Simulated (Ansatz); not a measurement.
A run of Ansatz 0.2.0 is set up as follows.

File input.yaml:

```yaml
crystal:
  lattice:
    - [2.5221, 0.0, 0.0]
    - [-1.26105, 2.1842026709, 0.0]
    - [0.0, 0.0, 8.2371]
  atoms:
    - { symbol: C, position: [0.6666666667, 0.3333333333, 0.84375] }
    - { symbol: C, position: [0.3333333333, 0.6666666667, 0.34375] }
    - { symbol: C, position: [0.6666666667, 0.3333333333, 0.65625] }
    - { symbol: C, position: [0.3333333333, 0.6666666667, 0.15625] }
    - { symbol: C, position: [0.0, 0.0, 0.90625] }
    - { symbol: C, position: [0.0, 0.0, 0.40625] }
    - { symbol: C, position: [0.0, 0.0, 0.59375] }
    - { symbol: C, position: [0.0, 0.0, 0.09375] }
hamiltonian:
  xc: pbe
  pseudopotentials: { kind: paw }
kpoints:
  mp_grid: { grid: [21, 21, 6] }
scf:
  occupations: { method: fermi_dirac, width: 0.05 }
output:
  forces: true
  stress: true
  eigenvalues: true
  write_density: true
  write_potential: true
  elf: true
  volumetric_format: npy
```

Potentials or basis: Ansatz PAW.

Command:

```bash
$ ansatz run input.yaml --threads 2 --pin off --max-ram 5120MiB --backend cpu --events-out ev --progress --plain --runs-dir out
```

Task: What does it give for the pressure?

Result: 2.3 GPa.

Task: What does it give for the largest force?

Result: 0.329 eV/Å.

Task: What does it give for the band gap on the k mesh?

Result: 4.43 eV, indirect (least direct gap 5.19 eV).

Forces in eV/Å, atoms in the order of the input:
```
C    0.000  0.000  0.318
C    0.000  0.000  0.318
C    0.000  0.000 -0.318
C    0.000  0.000 -0.318
C    0.000  0.000  0.329
C    0.000  0.000  0.329
C    0.000  0.000 -0.329
C    0.000  0.000 -0.329
```

Caveat: odd divisions of the mesh miss points on the zone boundary, where band edges often lie, so the gap on the mesh can be too wide; the pressure holds a Pulay correction of +1.0 GPa for the finite cutoff. As with any semilocal functional, this PBE gap is likely too small.
